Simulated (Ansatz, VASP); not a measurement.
Two plane-wave programs on Ir

Contents of INCAR:

```
PREC = Accurate
ENCUT = 520
EDIFF = 1E-7
ISMEAR = 0
SIGMA = 0.15
LREAL = False
LASPH = True
NELM = 100
ALGO = Normal
ISIF = 2
LWAVE = False
LCHARG = False
GGA = PE
NBANDS = 46
```

File KPOINTS:

```
regular mesh
0
Gamma
  6 6 6
```

Contents of POSCAR:

```
Ir
1.0
    1.4741719558     -2.3336690077      4.5485683356
    1.3792046615     -2.3679136735     -4.5375765513
    2.5828191309      4.5453762436      0.0475635571
Ir
8
Direct
    0.0410204108      0.2989395767      0.3365694950
    0.5532628949      0.8186644374      0.3480465119
    0.0235914907      0.2617952698      0.8236183241
    0.5481374729      0.8013708625      0.8403342201
    0.4360164267      0.1910592495      0.1667699206
    0.9537259292      0.6936576109      0.1511373421
    0.4847625656      0.2304978610      0.6711738429
    0.9594828092      0.7040151322      0.6623503434
```

Input for Ansatz:

```yaml
crystal:
  lattice:
    - [1.4741719558, -2.3336690077, 4.5485683356]
    - [1.3792046615, -2.3679136735, -4.5375765513]
    - [2.5828191309, 4.5453762436, 0.0475635571]
  atoms:
    - { symbol: Ir, position: [0.0410204108, 0.2989395767, 0.336569495] }
    - { symbol: Ir, position: [0.5532628949, 0.8186644374, 0.3480465119] }
    - { symbol: Ir, position: [0.0235914907, 0.2617952698, 0.8236183241] }
    - { symbol: Ir, position: [0.5481374729, 0.8013708625, 0.8403342201] }
    - { symbol: Ir, position: [0.4360164267, 0.1910592495, 0.1667699206] }
    - { symbol: Ir, position: [0.9537259292, 0.6936576109, 0.1511373421] }
    - { symbol: Ir, position: [0.4847625656, 0.230497861, 0.6711738429] }
    - { symbol: Ir, position: [0.9594828092, 0.7040151322, 0.6623503434] }
basis:
  ecutwfc: 420
kpoints:
  mp_grid: { grid: [6, 6, 6] }
hamiltonian:
  xc: pbe
scf:
  occupations: { method: gaussian, width: 0.15 }
output:
  forces: true
  stress: true
  eigenvalues: true
```

Change from the starting cell: all atoms moved at random (sigma 0.06 Å a component), cell strained at random (sigma 0.03).

Alike in both runs: task single point; functional PBE; k mesh 6 × 6 × 6; occupations gaussian, width 0.15 eV; no spin polarisation.

|  | VASP | Ansatz |
| --- | --- | --- |
| version | VASP 6.6.1 | Ansatz 0.2.0 |
| potentials or method | VASP PAW PBE potentials, release 64 (Ir) | scalar-relativistic, plane waves, PAW |
| plane-wave cutoff (eV) | 520 | 420 |
| valence electrons in the cell | 72 | 136 |

|  | VASP | Ansatz | Ansatz less VASP |
| --- | --- | --- | --- |
| gap on the k mesh at the Fermi level (eV) | none | none | - |
| pressure (GPa) | 13.9 | 13.3 | -0.65 |
| largest component of the traceless stress (GPa) | 13.87 | 13.90 | +0.028 |
| rms of the force components (eV/Å) | 0.964 | 0.953 | -0.0108 |

Atom by atom the forces differ by 0.013 eV/Å (rms over components). A gap of «none» marks a metal or a gap that the smearing closes. With one functional, cell and mesh, what is left measures potentials, basis and numerics. The two sets of potentials don't hold the same shells in valence.

Caveats: forces of over 1 eV/Å show positions far from the minimum, so gaps and moduli don't describe the material at rest. The runs have no spin-orbit coupling, so splittings on Ir are missing.
